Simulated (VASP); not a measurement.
SiC, 8 atoms in the cell. It takes space group P6_3mc (No. 186, hexagonal). Conventional cell: a = 3.076 Å, b = 3.076 Å, c = 10.071 Å, α = 90.00°, β = 90.00°, γ = 120.00°. Si (site symmetry 3m) is surrounded by 4 C at 1.88 to 1.89 Å. Around Si (site symmetry 3m) lie 4 C at 1.88 to 1.89 Å. C (site symmetry 3m) is surrounded by 4 Si at 1.88 to 1.89 Å. C (site symmetry 3m) is surrounded by 4 Si at 1.88 to 1.89 Å. The cell is a database's computed one.

* Program: VASP 6.6.1
* Task: relaxation of cell and atoms
* Functional: PBE
* Dispersion: D3
* Potentials or basis: VASP PAW PBE potentials, release 64 (Si, C)
* Cutoff: 600 eV
* k mesh: 10 × 10 × 3
* Occupations: fermi-dirac, width 0.05 eV
* Spin: no spin polarisation
* Further INCAR settings: ALGO = Fast; EDIFF = 1e-07; IBRION = 2; EDIFFG = -0.01; NSW = 40; ISIF = 3

Potentials or basis: VASP PAW PBE potentials, release 64 (Si, C).

Run with:

```sh
$ cat potpaw_PBE.64/Si/POTCAR potpaw_PBE.64/C/POTCAR > POTCAR
$ mpirun -np 1 vasp_std > vasp.out
```

Hardware: 1 thread of Intel(R) Xeon(R) Platinum 8488C (Sapphire Rapids) (shared host).

Task: Estimate the wall time of this run.

Result: It took 2.2 min on 1 thread of Intel(R) Xeon(R) Platinum 8488C (Sapphire Rapids) (shared host), peak memory 0.26 GiB. Counts: scf iterations 40, k points 28, ion steps 3.
